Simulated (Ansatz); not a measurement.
# BeS: pressure against volume

The task here is to estimate one member of a computed series from the others.

Computed with Ansatz 0.2.0 (DFT PBE, scalar-relativistic, unless a step's input says otherwise).

1 further run of the same task is left out (it didn't finish).

**Starting point**

Symmetry: F-43m, No. 216, cubic system. Conventional cell: a = 4.875 Å, b = 4.875 Å, c = 4.875 Å, α = 90.00°, β = 90.00°, γ = 90.00°. Be (site symmetry -43m) has 4 S at 2.11 Å as nearest neighbours. Around S (site symmetry -43m) lie 4 Be at 2.11 Å.

Coordinates:

```
CELL_PARAMETERS angstrom
0.00000 2.43765 2.43765
2.43765 0.00000 2.43765
2.43765 2.43765 0.00000
ATOMIC_POSITIONS crystal
Be 0.00000 0.00000 0.00000
S 0.25000 0.25000 0.25000
```

The structure (zincblende type) was typed from a prototype and relaxed by PAW; whether it is the ground state wasn't tested.

Atoms are numbered in the order of the input: Be1, S2.

Set-up of the first run:

The input, input.yaml:

```yaml
crystal:
  lattice:
    - [0.0, 2.4047076016, 2.4047076016]
    - [2.4047076016, 0.0, 2.4047076016]
    - [2.4047076016, 2.4047076016, 0.0]
  atoms:
    - { symbol: Be, position: [0.0, 0.0, 0.0] }
    - { symbol: S, position: [0.25, 0.25, 0.25] }
kpoints:
  mp_grid: { grid: [12, 12, 12] }
scf:
  occupations: { method: fermi_dirac, width: 0.05 }
hamiltonian:
  xc: pbe
  pseudopotentials: { kind: all_electron, lapw: { basis_error: 0.001 } }
output:
  forces: true
  stress: true
  eigenvalues: true
```

The run is started by

```bash
$ ansatz run input.yaml --threads 1 --pin off --max-ram 2048MiB --backend cpu --events-out ev --progress --plain --runs-dir out
```

Among the steps run: Volume × 0.96, LAPW; Volume × 0.96, PAW; Volume × 0.96, crystal datasets; Volume × 0.98, LAPW; Volume × 0.98, PAW; Volume × 1.02, LAPW; Volume × 1.02, PAW; Volume × 1.04, LAPW; Volume × 1.04, PAW; Volume × 1.04, crystal datasets.

One of the session's tables, all rows but one given; the rest of the session is left out.

It belongs to the step «Fits». 

| method | volume (Å³/atom) | gap on the k mesh (eV) |
| --- | --- | --- |
| LAPW | 13.906 | 3.05 |
| LAPW | 14.195 | 3.10 |
| LAPW | 14.485 | 3.15 |
| LAPW | 14.775 | 3.19 |
| LAPW | 15.064 | 3.23 |
| PAW | 13.906 | 3.05 |
| PAW | 14.195 | 3.10 |
| PAW | 14.485 | ? |
| PAW | 14.775 | 3.19 |
| PAW | 15.064 | 3.23 |
| crystal datasets | 13.906 | 3.05 |
| crystal datasets | 14.485 | 3.15 |
| crystal datasets | 15.064 | 3.23 |

Estimate the missing values for PAW, 14.485.

**Answer.** gap on the k mesh (eV): 3.14. In the column «gap on the k mesh (eV)» it lies between PAW, 14.195 (3.10) and LAPW, 14.485 (3.15).

Limits of these values: Warnings in the runs' records: crystal datasets made.
